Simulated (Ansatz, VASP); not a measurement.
# One calculation of CoO, two programs

```xyz
2
Lattice="2.7719 0.0000 0.0000 -1.3859 2.4495 0.0000 0.0000 0.0000 2.7217" Properties=species:S:1:pos:R:3 pbc="T T T"
Co    0.0000    0.0000    1.3609
O     1.3860    0.8165    0.0000
```

Change from the starting cell: strain = -0.02.

Alike in both runs: task relaxation of the atoms; functional PBE; k mesh 8 × 8 × 7; occupations fermi-dirac, width 0.05 eV; collinear spin, ferromagnetic start.

|  | VASP | Ansatz |
| --- | --- | --- |
| version | VASP 6.6.1 | Ansatz 0.2.0 |
| potentials or method | VASP PAW PBE potentials, release 64 (Co, O) | Ansatz PAW |
| plane-wave cutoff (eV) | 520 | 420 |
| valence electrons in the cell | 15 | 23 |

Ansatz gave:

* gap on the k mesh at the Fermi level, each at its own relaxed structure (eV): none
* net moment per atom (μB): 1.50
* size of the moment on the site where the two differ most (μB): 2.50

Task: What did VASP give for the same quantities?

Result: gap on the k mesh at the Fermi level, each at its own relaxed structure (eV): none; net moment per atom (μB): 1.50; size of the moment on the site where the two differ most (μB): 2.54.

Site moments also hang on the region over which each program counts them. A gap of «none» marks a metal or a gap that the smearing closes. The two sets of potentials don't hold the same shells in valence.

Caveats: a cell with one magnetic atom can't hold antiferromagnetic order, which such compounds often take; semilocal functionals often make such compounds metallic where correlation or magnetic order opens a gap, which also shifts bond lengths.
